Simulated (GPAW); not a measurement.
Set up this calculation in GPAW 26.7.0, as an ASE script.

```yaml
Task: relaxation of cell and atoms
Functional: revTPSS
Potentials_or_basis: GPAW PAW data sets (gpaw-data 1.2.1)
Cutoff: 800 eV
Basis: pw
k_mesh: 6 × 6 × 3
Occupations: fermi-dirac, width 0.05 eV
Spin: no spin polarisation
Target_pressure: -1 GPa
Eigensolver: davidson
Maxiter: 150
Optimizer: BFGS
Fmax: 0.01 eV/Å
Max_steps: 100
Target_pressure: -1 GPa
Convergence: density=1e-06 energy=1e-06 eigenstates=1e-10
```

The structure of ZnO (zincite) lies in ZnO.xyz:

```xyz
4
Lattice="3.2493080000 0.0000000000 0.0000000000 -1.6246540000 2.8139832727 0.0000000000 0.0000000000 0.0000000000 5.2057090000" Properties=species:S:1:pos:R:3 pbc="T T T"
Zn     1.6246540002      0.9379944241      0.0000000000
Zn    -0.0000000002      1.8759888486      2.6028545000
O     -0.0000000002      1.8759888486      4.5758702681
O      1.6246540002      0.9379944241      1.9730157681
```

The input as run:

run.py

```python
from ase.filters import FrechetCellFilter
from ase.io import read, write
from ase.optimize import BFGS
from ase.units import GPa
from gpaw import GPAW, PW

atoms = read('ZnO.xyz')

calc = GPAW(mode=PW(800),
            xc='MGGA_X_REVTPSS+MGGA_C_REVTPSS',
            kpts={'size': (6, 6, 3), 'gamma': True},
            occupations={'name': 'fermi-dirac', 'width': 0.05},
            nbands=31,
            convergence={'density': 1e-06, 'energy': 1e-06, 'eigenstates': 1e-10},
            eigensolver='davidson',
            maxiter=150,
            txt='gpaw.txt')
atoms.calc = calc
opt = BFGS(FrechetCellFilter(atoms, scalar_pressure=-1 * GPa), trajectory='relax.traj', logfile='-')
done = opt.run(fmax=0.01, steps=100)
calc.write('gs.gpw')
write('result.traj', atoms)
print('Converged:', done)
print('Cell:', atoms.cell.cellpar().round(4))
print('Volume:', round(atoms.get_volume(), 4))
print(atoms.get_scaled_positions().round(5))
```

Potentials or basis: GPAW PAW data sets (gpaw-data 1.2.1), pw.

Launch:

```bash
$ OMP_NUM_THREADS=1 python run.py
```

It gave:

```
Relaxed volume                                         : 12.21 Å³/atom
Relaxed cell                                           : a = 3.276 Å, b = 3.276 Å, c = 5.256 Å, α = 90.00°, β = 90.00°, γ = 120.00°
Space group after relaxing (to 0.05 Å)                 : P6_3mc (No. 186)
Energy change on relaxing (the enthalpy is what falls) : -1.7 meV/atom
Ionic steps                                            : 6
Pressure after relaxing                                : -1.1 GPa
Largest force after relaxing                           : 0.007 eV/Å
Band gap on the k mesh                                 : 0.56 eV, direct
```

Caveat: the k mesh is coarse; later steps reuse the first step's grids; the PAW data sets were made with another functional, which shifts forces and pressure a little.

It took 6.9 min on 1 thread of Intel(R) Xeon(R) 6975P-C (Granite Rapids), with other jobs on the host, peak memory 0.64 GiB.
